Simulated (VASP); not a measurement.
# PtS2 (Fm-3m) in VASP: settings compared

The runs below take PtS2 through single point, with HSE06, PBE.

Program: VASP 6.6.1. These are calculated values, not measurements. Logs are shortened: lines on timing, memory, paths and dates and some standing lists are left out, and cuts for length are marked.

**1. Starting point**

Symmetry: Fm-3m, No. 225, cubic system. The conventional cell has a = 5.952 Å, b = 5.952 Å, c = 5.952 Å, α = 90.00°, β = 90.00°, γ = 90.00°. Pt (site symmetry m-3m) has 8 S at 2.58 Å as nearest neighbours. Around S (site symmetry -43m) lie 4 Pt at 2.58 Å.

The cell was built by a generator and needn't be a form met in nature.

**2. Single point, HSE06**

POSCAR reads:

```
PtS2
1.0
    0.0000000000      2.9757935506      2.9757935506
    2.9757935506      0.0000000000      2.9757935506
    2.9757935506      2.9757935506      0.0000000000
Pt S
1 2
Direct
    0.0000000000      0.0000000000      0.0000000000
    0.2500000000      0.2500000000      0.2500000000
    0.7500000000      0.7500000000      0.7500000000
```

INCAR.step1 reads:

```
SYSTEM = PtS2
  PREC = Accurate
  ENCUT = 520
  EDIFF = 1E-5
  ISMEAR = -1
  SIGMA = 0.02
  LREAL = .False.
  LASPH = .True.
  NELM = 60
  ALGO = Normal
  ISIF = 2
  LWAVE = .True.
  LCHARG = .False.
  GGA = PE
  NBANDS = 18
```

INCAR.step2 reads:

```
SYSTEM = PtS2
  PREC = Accurate
  ENCUT = 520
  EDIFF = 1E-7
  ISMEAR = -1
  SIGMA = 0.02
  LREAL = .False.
  LASPH = .True.
  NELM = 60
  ALGO = Normal
  ISIF = 2
  LWAVE = .False.
  LCHARG = .False.
  GGA = PE
  LHFCALC = .True.
  HFSCREEN = 0.2079
  PRECFOCK = Normal
  ISTART = 1
  NBANDS = 18
```

KPOINTS reads:

```
regular mesh
0
Gamma
  4 4 4
  0 0 0
```

Potentials or basis: VASP PAW PBE potentials, release 64 (Pt, S).

On the command line:

```console
$ cat potpaw_PBE.64/Pt/POTCAR potpaw_PBE.64/S/POTCAR > POTCAR
$ cp INCAR.step1 INCAR
$ mpirun -np 1 vasp_std > vasp.out
$ cp INCAR.step2 INCAR
$ mpirun -np 1 vasp_std > vasp.out
```

OUTCAR:

```text
SYSTEM = PtS2
   PREC = Accurate
   ENCUT = 520
   EDIFF = 1E-7
   ISMEAR = -1
   LREAL = .False.
   LASPH = .True.
   NELM = 60
   ISIF = 2
   GGA = PE
   LHFCALC = .True.
   HFSCREEN = 0.2079
   PRECFOCK = Normal
   ISTART = 1

 ion  position               nearest neighbor table
   1  0.000  0.000  0.000-   3 2.58   3 2.58   3 2.58   2 2.58   3 2.58   2 2.58   2 2.58   2 2.58

   2  0.250  0.250  0.250-   1 2.58   1 2.58   1 2.58   1 2.58
   3  0.750  0.750  0.750-   1 2.58   1 2.58   1 2.58   1 2.58

  LATTYP: Found a face centered cubic cell.
 ALAT       =     5.9515871012

  Lattice vectors:

 A1 = (   0.0000000000,   2.9757935506,   2.9757935506)
 A2 = (   2.9757935506,   0.0000000000,   2.9757935506)
 A3 = (   2.9757935506,   2.9757935506,   0.0000000000)

Analysis of symmetry for initial positions (statically):
=====================================================================
 Subroutine PRICEL returns:
 Original cell was already a primitive cell.

 Routine SETGRP: Setting up the symmetry group for a
 face centered cubic supercell.

 Subroutine GETGRP returns: Found 48 space group operations
 (whereof 48 operations were pure point group operations)
 out of a pool of 48 trial point group operations.

The static configuration has the point symmetry O_h .

Analysis of symmetry for dynamics (positions and initial velocities):
=====================================================================
 Subroutine PRICEL returns:
 Original cell was already a primitive cell.

 Routine SETGRP: Setting up the symmetry group for a
 face centered cubic supercell.

 Subroutine GETGRP returns: Found 48 space group operations
 (whereof 48 operations were pure point group operations)
 out of a pool of 48 trial point group operations.

The dynamic configuration has the point symmetry O_h .

 Subroutine INISYM returns: Found 48 space group operations
 (whereof 48 operations are pure point group operations),
 and found     1 'primitive' translations

----------------------------------------------------------------------------------------

                                     Primitive cell

  volume of cell :      52.7034

  direct lattice vectors                    reciprocal lattice vectors
     0.000000000  2.975793551  2.975793551    -0.168022409  0.168022409  0.168022409
     2.975793551  0.000000000  2.975793551     0.168022409 -0.168022409  0.168022409
     2.975793551  2.975793551  0.000000000     0.168022409  0.168022409 -0.168022409

  length of vectors
     4.208407598  4.208407598  4.208407598     0.291023349  0.291023349  0.291023349

  position of ions in fractional coordinates (direct lattice)
     0.000000000  0.000000000  0.000000000
     0.250000000  0.250000000  0.250000000
     0.750000000  0.750000000  0.750000000

  ion indices of the primitive-cell ions
   primitive index   ion index
                 1           1
                 2           2
                 3           3

----------------------------------------------------------------------------------------

 KPOINTS: regular mesh

Automatic generation of k-mesh.
 Grid dimensions read from file:
 generate k-points for:    4    4    4

 Generating k-lattice:

  Cartesian coordinates                     Fractional coordinates (reciprocal lattice)
    -0.042005602  0.042005602  0.042005602     0.250000000  0.000000000  0.000000000
     0.042005602 -0.042005602  0.042005602     0.000000000  0.250000000  0.000000000
     0.042005602  0.042005602 -0.042005602     0.000000000  0.000000000  0.250000000

  Length of vectors
     0.072755837  0.072755837  0.072755837

  Shift w.r.t. Gamma in fractional coordinates (k-lattice)
     0.000000000  0.000000000  0.000000000

 Subroutine IBZKPT returns following result:
 ===========================================

 Found      8 irreducible k-points:

 Following reciprocal coordinates:
            Coordinates               Weight
  0.000000  0.000000  0.000000      1.000000
  0.250000  0.000000  0.000000      8.000000
  0.500000  0.000000  0.000000      4.000000
  0.250000  0.250000  0.000000      6.000000
  0.500000  0.250000  0.000000     24.000000
 -0.250000  0.250000  0.000000     12.000000
  0.500000  0.500000  0.000000      3.000000
 -0.250000  0.500000  0.250000      6.000000
   k-points           NKPTS =      8   k-points in BZ     NKDIM =     64   number of bands    NBANDS=     18
   number of dos      NEDOS =    301   number of ions     NIONS =      3
   total plane-waves  NPLWV =  32768
   dimension x,y,z NGX =    32 NGY =   32 NGZ =   32
   dimension x,y,z NGXF=    64 NGYF=   64 NGZF=   64
   ions per type =               1   2
   NGX,Y,Z   is equivalent  to a cutoff of  12.64, 12.64, 12.64 a.u.
   NGXF,Y,Z  is equivalent  to a cutoff of  25.28, 25.28, 25.28 a.u.
 SYSTEM =  PtS2
   PREC   = accura    normal or accurate (medium, high low for compatibility)
   ISTART =      1    job   : 0-new  1-cont  2-samecut
   ICHARG =      0    charge: 1-file 2-atom 10-const
   ISPIN  =      1    spin polarized calculation?
   LNONCOLLINEAR =      F non collinear calculations
   LSORBIT =      F    spin-orbit coupling
   LASPH  =      T    aspherical Exc in radial PAW
   ENCUT  =  520.0 eV  38.22 Ry    6.18 a.u.   7.82  7.82  7.82*2*pi/ulx,y,z
   NELM   =     60;   NELMIN=  2; NELMDL=  0     # of ELM steps
   EDIFF  = 0.1E-06   stopping-criterion for ELM
   LREAL  =      F    real-space projection
   EDIFFG = 0.1E-05   stopping-criterion for IOM
   NSW    =      0    number of steps for IOM
   IBRION =     -1    ionic relax: 0-MD 1-quasi-New 2-CG
   NFREE  =      0    steps in history (QN), initial steepest desc. (CG)
   ISIF   =      2    stress and relaxation
   ISYM   =      3    0-nonsym 1-usesym 2-fastsym
   POTIM  = 0.5000    time-step for ionic-motion
   TEBEG  =    0.0;   TEEND  =   0.0 temperature during run
   PSTRESS=    0.0 pullay stress
   NELECT =      22.0000    total number of electrons
   NUPDOWN=      -1.0000    fix difference up-down
   EMIN   =  10.00;   EMAX   =-10.00  energy-range for DOS
   EFERMI =   0.00;   METHOD = LEGACY
   ISMEAR =    -1;   SIGMA  =   0.02  broadening in eV -4-tet -1-fermi 0-gaus
   EFERMI_NEDOS =   21; number of points for ismear=-14 and -15
   IALGO  =     38    algorithm
   IMIX   =      1    mixing-type and parameters
     AMIX     =   0.40;   BMIX     =  1.00
     AMIX_MAG =   1.60;   BMIX_MAG =  1.00
  volume/ion in A,a.u.               =      17.57       118.55
  Fermi-wavevector in a.u.,A,eV,Ry     =   1.223497  2.312074 20.367174  1.496945
  Thomas-Fermi vector in A             =   2.358606
   LORBIT       =      0    0 simple, 1 ext, 2 COOP (PROOUT), +10 PAW based schemes
   GGA     = PE    functional components
   LHFCALC =     T    Hartree Fock is set to
   PRECFOCK=normal    Normal, Fast or Accurate (Low or Medium for compatibility)
   ENCUT4O =  -1.0   cutoff for four orbital integrals eV
   NKREDX  =     1    reduce k-point grid by
   NKREDY  =     1    reduce k-point grid by
   NKREDZ  =     1    reduce k-point grid by
   AEXX    =    0.2500 exact exchange contribution
   HFSCREEN=    0.2079 screening length (either q_TF or 0.3 A-1)
   HFSCREENC=   0.2079 screening length for correlation (either q_TF or 0.3 A-1)
   ENCUTFOCK=  -1.0 apply spherical cutoff to Coloumb kernel
   IVDW    =     0    specifies the selected vdW correction
   LEPSILON=     F    determine dielectric tensor
   LRPA    =     F    only Hartree local field effects (RPA)
 non-spin polarized calculation
  energy-cutoff  :      520.00
  volume of cell :       52.70
 maximum number of plane-waves:      1428
  NGX = 24; NGY = 24; NGZ = 24

 number of electron      22.0000000 magnetization

 Free energy of the ion-electron system (eV)
  ---------------------------------------------------
  ext. energy  EPLUGINS =         0.00000000
  ---------------------------------------------------
  free energy    TOTEN  =       -16.18680845 eV

  energy without entropy =      -16.18440507  energy(sigma->0) =      -16.18560676

 E-fermi :   8.2463     XC(G=0):  -9.0833

 val. band max:        8.0022957112   @ k =   0.5000   0.5000   0.0000
 cond. band min:       8.3008857382   @ k =   0.2500   0.0000   0.0000
 fundamental gap:      0.2985900271
 Fermi energy:         8.2463489701

 k-point     1 :       0.0000    0.0000    0.0000
  band No.  band energies     occupation
      1     -10.1948      2.00000
      2      -5.2762      2.00000
      3      -0.4443      2.00000
      4      -0.4443      2.00000
      5      -0.4443      2.00000
      6       2.7359      2.00000
[... 10 lines left out ...]
     17      11.9886      0.00000
     18      16.6988      0.00000

 k-point     2 :       0.2500    0.0000    0.0000
  band No.  band energies     occupation
      1      -9.5676      2.00000
      2      -6.3624      2.00000
      3      -0.0656      2.00000
      4      -0.0656      2.00000
      5       1.3674      2.00000
      6       2.4838      2.00000
[... 10 lines left out ...]
     17      14.9553      0.00000
     18      17.7822      0.00000

 k-point     3 :       0.5000    0.0000    0.0000
  band No.  band energies     occupation
      1      -8.3036      2.00000
      2      -7.7711      2.00000
      3       0.3209      2.00000
      4       0.3209      2.00000
      5       1.3823      2.00000
      6       2.9860      2.00000
[... 10 lines left out ...]
     17      16.4426      0.00000
     18      19.6782      0.00000

 k-point     4 :       0.2500    0.2500    0.0000
  band No.  band energies     occupation
      1      -9.3740      2.00000
      2      -6.4780      2.00000
      3      -0.0112      2.00000
      4      -0.0112      2.00000
      5       0.8231      2.00000
      6       2.1259      2.00000
[... 10 lines left out ...]
     17      15.7405      0.00000
     18      16.1199      0.00000

 k-point     5 :       0.5000    0.2500    0.0000
  band No.  band energies     occupation
      1      -8.3104      2.00000
      2      -7.4296      2.00000
      3      -0.5790      2.00000
      4       0.3977      2.00000
      5       0.6165      2.00000
      6       2.4008      2.00000
[... 10 lines left out ...]
     17      17.5383      0.00000
     18      17.7460      0.00000

 k-point     6 :      -0.2500    0.2500    0.0000
  band No.  band energies     occupation
      1      -8.6889      2.00000
      2      -7.1980      2.00000
      3      -0.2887      2.00000
      4       0.7416      2.00000
      5       0.9307      2.00000
      6       1.6077      2.00000
[... 10 lines left out ...]
     17      17.1312      0.00000
     18      17.5518      0.00000

 k-point     7 :       0.5000    0.5000    0.0000
  band No.  band energies     occupation
      1      -8.1693      2.00000
      2      -7.2461      2.00000
      3      -1.7925      2.00000
      4       1.1324      2.00000
      5       1.1324      2.00000
      6       2.0736      2.00000
[... 10 lines left out ...]
     17      18.1552      0.00000
     18      18.5656      0.00000

 k-point     8 :      -0.2500    0.5000    0.2500
  band No.  band energies     occupation
      1      -7.7503      2.00000
      2      -7.7503      2.00000
      3      -1.1050      2.00000
      4      -0.3731      2.00000
      5       1.7814      2.00000
      6       1.7814      2.00000
[... 10 lines left out ...]
     17      16.8147      0.00000
     18      20.4251      0.00000

------------------------ aborting loop because EDIFF is reached ----------------------------------------

  FORCE on cell =-STRESS in cart. coord.  units (eV):
  Direction    XX          YY          ZZ          XY          YZ          ZX
  --------------------------------------------------------------------------------------
  -------------------------------------------------------------------------------------
  Total       -1.0285199     -1.0285199     -1.0285199      0.0000000      0.0000000      0.0000000
  in kB      -31.2669052    -31.2669052    -31.2669052      0.0000000      0.0000000      0.0000000
  external PRESSURE =     -31.2669052 kB  Pullay stress =       0.0000000 kB

 VOLUME and BASIS-vectors are now :
 -----------------------------------------------------------------------------
  energy-cutoff  :      520.00
  volume of cell :       52.70
      direct lattice vectors                 reciprocal lattice vectors
     0.000000000  2.975793551  2.975793551    -0.168022409  0.168022409  0.168022409
     2.975793551  0.000000000  2.975793551     0.168022409 -0.168022409  0.168022409
     2.975793551  2.975793551  0.000000000     0.168022409  0.168022409 -0.168022409

 POSITION                                       TOTAL-FORCE (eV/Angst)
 -----------------------------------------------------------------------------------
      0.00000      0.00000      0.00000        -0.000000      0.000000      0.000000
      1.48790      1.48790      1.48790        -0.000000     -0.000000     -0.000000
      4.46369      4.46369      4.46369         0.000000      0.000000      0.000000
 -----------------------------------------------------------------------------------
    total drift:                               -0.000000     -0.000001     -0.000001

  FREE ENERGIE OF THE ION-ELECTRON SYSTEM (eV)
  ---------------------------------------------------
  free  energy   TOTEN  =       -16.1868084516 eV

  energy  without entropy=      -16.1844050697  energy(sigma->0) =      -16.18560676
```

Run time: 5.8 min. Hardware: 1 thread of AMD EPYC 9R45 (Zen 5), shared host; peak memory 0.26 GiB.

What came out:

```yaml
Free_energy: -16.1868 eV
Pressure: -3.1 GPa
Band_gap_on_the_k_mesh: none (metal or under the smearing width)
```

Levels at points of the mesh, in eV from the Fermi level:
| k point | band 9 | band 10 | band 11 | band 12 | band 13 | band 14 |
| --- | --- | --- | --- | --- | --- | --- |
| (0.00, 0.00, 0.00) | -2.13 | -2.13 | 0.21 | 0.21 | 0.21 | 3.29 |
| (0.50, 0.00, 0.00) | -4.82 | -4.68 | -3.00 | 0.20 | 0.20 | 5.56 |
| (0.50, 0.50, 0.00) | -5.05 | -3.28 | -0.24 | 1.08 | 1.08 | 2.52 |

Caveat: the k mesh is coarse (spacing up to 0.46 Å⁻¹), so the values aren't converged, least of all with exact exchange; the PAW data sets were made with another functional, which shifts forces and pressure a little. Spin-orbit coupling is left out, which matters for the levels of Pt.

**3. Single point, PBE**

INCAR reads:

```
SYSTEM = PtS2
  ALGO = Fast
  EDIFF = 1E-6
  ENCUT = 520
  GGA = PE
  ISIF = 2
  ISMEAR = -1
  LASPH = .True.
  LCHARG = .True.
  LELF = .True.
  LREAL = .False.
  LVHAR = .True.
  LWAVE = .False.
  NBANDS = 18
  NELM = 80
  PREC = Accurate
  SIGMA = 0.02
```

KPOINTS reads:

```
k-points
0
Gamma
  6 6 6
  0 0 0
```

POSCAR is that of step 2.

Potentials or basis: VASP PAW PBE potentials, release 64 (Pt, S).

On the command line:

```console
$ cat potpaw_PBE.64/Pt/POTCAR potpaw_PBE.64/S/POTCAR > POTCAR
$ mpirun -np 1 vasp_std > vasp.out
```

Wall time 8.4 s (1 thread of AMD EPYC 9R45 (Zen 5), shared host); peak memory 0.15 GiB.

The run converged. Its results:

| Item | Value |
| --- | --- |
| Free energy | -13.5670 eV |
| Pressure | 1.1 GPa |
| Band gap on the k mesh | none (metal or under the smearing width) |

Levels at points of the mesh, in eV from the Fermi level:
```
           k point  band 9  band 10  band 11  band 12  band 13  band 14
(0.00, 0.00, 0.00)   -1.54    -1.54     0.39     0.39     0.39     2.89
(0.50, 0.00, 0.00)   -3.95    -3.82    -2.27     0.43     0.43     4.91
(0.50, 0.50, 0.00)   -3.69    -2.48     0.04     1.16     1.16     2.39
```

**4. Single point, PBE**

INCAR reads:

```
PREC     = Accurate       # precision mode
ENCUT    = 520            # plane-wave cutoff, eV
EDIFF    = 1E-6           # SCF threshold, eV
ISMEAR   = -1             # smearing method
SIGMA    = 0.02           # smearing width, eV
LREAL    = F              # projectors in reciprocal space
LASPH    = T              # aspherical terms in the spheres
NELM     = 80             # most SCF steps
ALGO     = Normal         # electronic algorithm
ISIF     = 2              # what is computed and relaxed
LWAVE    = F              # write WAVECAR
LCHARG   = F              # write CHGCAR
GGA      = PE             # functional
NBANDS   = 18             # bands
```

KPOINTS reads:

```
Automatic mesh
0
Gamma
  6 6 6
```

POSCAR is that of step 3.

On the command line:

```console
$ cat potpaw_PBE.64/Pt/POTCAR potpaw_PBE.64/S/POTCAR > POTCAR
$ mpirun -np 1 vasp_std > vasp.out
```

Wall time 6.8 s (1 thread of AMD EPYC 9R45 (Zen 5), shared host); peak memory 0.15 GiB.

The run converged. Its results:

- Free energy: -13.5670 eV
- Pressure: 1.1 GPa
- Band gap on the k mesh: none (metal or under the smearing width)

Levels at points of the mesh, in eV from the Fermi level:
| k point | band 8 | band 9 | band 10 | band 11 | band 12 | band 13 | band 14 | band 15 |
| --- | --- | --- | --- | --- | --- | --- | --- | --- |
| (0.00, 0.00, 0.00) | -1.54 | -1.54 | -1.54 | 0.39 | 0.39 | 0.39 | 2.89 | 3.59 |
| (0.50, 0.00, 0.00) | -3.95 | -3.95 | -3.82 | -2.27 | 0.43 | 0.43 | 4.91 | 6.41 |
| (0.50, 0.50, 0.00) | -3.99 | -3.69 | -2.48 | 0.04 | 1.16 | 1.16 | 2.39 | 6.88 |
